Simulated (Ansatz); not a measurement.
# All-electron card of Os

```
Os
1.0
     0.00000    1.94500    1.94500
     1.94500    0.00000    1.94500
     1.94500    1.94500    0.00000
Os
1
Direct
  0.00000 0.00000 0.00000
```

The geometry is COD entry 1534943, unchecked; take it as a test cell.

Spin–orbit coupling is left out, though it moves levels of the heavy atoms by tenths of an eV or more.

Computed with DFT, PBE, all-electron LAPW, scalar-relativistic (Ansatz 0.2.0).

Numerical set-up: a Γ-centred 14×14×14 k mesh, Fermi–Dirac smearing of 0.03 eV, basis error target 0.25 meV/atom, no spin polarisation.

```json
{
 "Pressure at this cell": "-9.43 GPa",
 "Band gap": "none: bands cross the Fermi level, a metal",
 "Density of states at the Fermi level (0.2 eV bin)": "0.81 states/eV per cell",
 "Volume per atom": "14.72 Å³"
}
```
